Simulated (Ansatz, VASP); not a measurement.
## Co: VASP beside Ansatz

```
CELL_PARAMETERS angstrom
2.53615 0.00000 0.00000
-1.26807 2.19637 0.00000
0.00000 0.00000 4.14298
ATOMIC_POSITIONS crystal
Co 0.66667 0.33333 0.25986
Co 0.33333 0.66667 0.74014
```

Alike in both runs: task single point; functional LDA; k mesh 11 × 11 × 6; occupations fermi-dirac, width 0.1 eV; collinear spin.

|  | VASP | Ansatz |
| --- | --- | --- |
| version | VASP 6.6.1 | Ansatz 0.2.0 |
| potentials or method | VASP PAW LDA potentials, release 64 (Co), cutoff 520 eV | all-electron (LAPW or listed datasets) |

Ansatz gave:

```
net moment per atom (μB)                                      : 1.59
size of the moment on the site where the two differ most (μB) : 1.64
```

Problem. Which values does VASP return?

Solution. net moment per atom (μB): 1.57; size of the moment on the site where the two differ most (μB): 1.58.

Site moments also hang on the region over which each program counts them. Ansatz ran all-electron here, so the differences hold the error of VASP's frozen core and of both bases. Ansatz warned: «given_moment_on_shells».
